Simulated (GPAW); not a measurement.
Runs of GPAW 26.7.0 on NiO. The structure is cubic, space group Pm-3m (No. 221). Conventional cell: a = 2.505 Å, b = 2.505 Å, c = 2.505 Å, α = 90.00°, β = 90.00°, γ = 90.00°. Ni (site symmetry m-3m) is surrounded by 8 O at 2.17 Å. O (site symmetry m-3m) has 8 Ni at 2.17 Å as nearest neighbours. Measurements of this composition are mostly on another form, of space group No. 225.

```csv
task,level,potentials or basis,U,k mesh,cutoff (eV),smearing,fermi k mesh,mesh quality,gap on the mesh (eV),pressure (GPa),moment (μB)
Fermi surface,PBEsol+D4,"PAW data sets generated in the run's folder for this functional, pw",-,6 × 6 × 6,680,fermi-dirac 0.01 eV,10 × 10 × 10,coarse,none,12.5,(a)
single point,r2SCAN+U,"GPAW PAW data sets (gpaw-data 1.2.1), pw",Ni d U = 1 eV,11 × 11 × 11,800,fermi-dirac 0.05 eV,-,not flagged,none,33.8,2.00
single point,r2SCAN+U,"GPAW PAW data sets (gpaw-data 1.2.1), pw",Ni d U = 2 eV,11 × 11 × 11,800,fermi-dirac 0.05 eV,-,not flagged,none,33.2,2.00
single point,r2SCAN+U,"GPAW PAW data sets (gpaw-data 1.2.1), pw",Ni d U = 6 eV,11 × 11 × 11,800,fermi-dirac 0.05 eV,-,not flagged,none,30.5,2.00
single point,r2SCAN,"GPAW PAW data sets (gpaw-data 1.2.1), pw",-,11 × 11 × 11,800,fermi-dirac 0.05 eV,-,not flagged,none,34.0,2.00
```

Alike in all rows: spin collinear, ferromagnetic start; cell as given.

Q: Fill in the values left out.

A: (a) 0.16.

Caveats: some runs use coarse meshes; the stock nickel data set gives pressures a few GPa off other programs; a pressure of tens of GPa on the cell as given is suspect, and the run, the potentials or the cell itself is likely at fault (some runs); the PAW data sets were made with another functional, which shifts forces and pressure a little (some runs); a cell with one magnetic atom can't hold antiferromagnetic order, which such compounds often take (some runs); semilocal functionals often make such compounds metallic where correlation or magnetic order opens a gap, which also shifts bond lengths (some runs); the cutoff is short for stress and forces, so pressures can be off by a GPa or more (some runs); pairwise dispersion overbinds metals, which lowers pressure and volume (some runs).

A k mesh can miss the band edges.

A gap of «none» marks a metal or a gap under the smearing width.

Not every run made on this cell is shown here.
